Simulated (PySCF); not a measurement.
One formula, C5H11N, several structures.

PySCF, CAM-B3LYP/def2-SVPD, density fitting, gas phase; each molecule at its own PBE0-D3(BJ)/def2-SVP geometry, one conformer. Singlet excitations by full TDDFT with frozen cores, triplets by Tamm–Dancoff TDDFT and ionisation energies by ΔSCF, from the lowest of the holes tried. 

Torsions of the conformers computed, which needn't be the lowest (atom-mapped SMILES):
- `[CH3:1][CH2:2]/[C:3]([CH3:4])=[N:5]\[CH3:6]`: C1–C2–C3–C4 -92°
- `[CH2:1]=[CH:2][N:3]([CH3:4])[CH2:5][CH3:6]`: C1–C2–N3–C4 -2°, C2–N3–C5–C6 84°
- `[CH2:1]=[C:2]([CH3:3])[CH2:4][NH:5][CH3:6]`: C1–C2–C4–N5 -121°, C2–C4–N5–C6 -176°

The conformers of `CN1CCCC1` and `NC1CCCC1` aren't listed.

Reference: `C1CCNCC1`, with HOMO energy -7.61 eV, LUMO energy 1.40 eV, lowest singlet excitation 5.94 eV, lowest triplet excitation 5.73 eV, mean polarisability 66.6 au and vertical ionisation energy 8.43 eV.

Changes against it:

```
 molecule  Δ electronic energy (kcal/mol)  Δ HOMO energy (eV)  Δ LUMO energy (eV)  Δ lowest singlet excitation (eV)  Δ lowest triplet excitation (eV)  Δ mean polarisability (au)  Δ vertical ionisation energy (eV)
C=CN(C)CC                           +19.7               +0.79               -0.11                             -0.52                             -1.78                        +7.6                              -0.91
 NC1CCCC1                            -0.8               -0.61               -0.01                             +0.42                             +0.33                        +0.3                              +0.72
C=C(C)CNC                           +20.5               -0.30               -0.11                             +0.12                             -1.40                        +6.5                              +0.31
```

Rows whose labels were lost:

```tsv
row	Δ electronic energy (kcal/mol)	Δ HOMO energy (eV)	Δ LUMO energy (eV)	Δ lowest singlet excitation (eV)	Δ lowest triplet excitation (eV)	Δ mean polarisability (au)	Δ vertical ionisation energy (eV)
P	+12.4	-0.56	-0.27	-0.84	-1.37	+4.5	+0.44
Q	+7.6	+0.12	+0.04	+0.05	+0.05	+1.7	-0.22
```

Question: Which row belongs to which of `CN1CCCC1` and `CC/C(C)=N\C`?

Answer: P = `CC/C(C)=N\C` and Q = `CN1CCCC1`. P and Q are told apart most clearly by the lowest triplet excitation (-1.37 against +0.05 eV).

Question: Which row has the smallest HOMO–LUMO gap and which the largest, and does the HOMO or the LUMO shift more there?

Answer: Smallest, counted from the reference: `C=CN(C)CC`, -0.90 eV (HOMO +0.79, LUMO -0.11), the larger shift being that of the HOMO. Largest: `NC1CCCC1`, +0.60 eV (HOMO -0.61, LUMO -0.01), the larger shift being that of the HOMO.
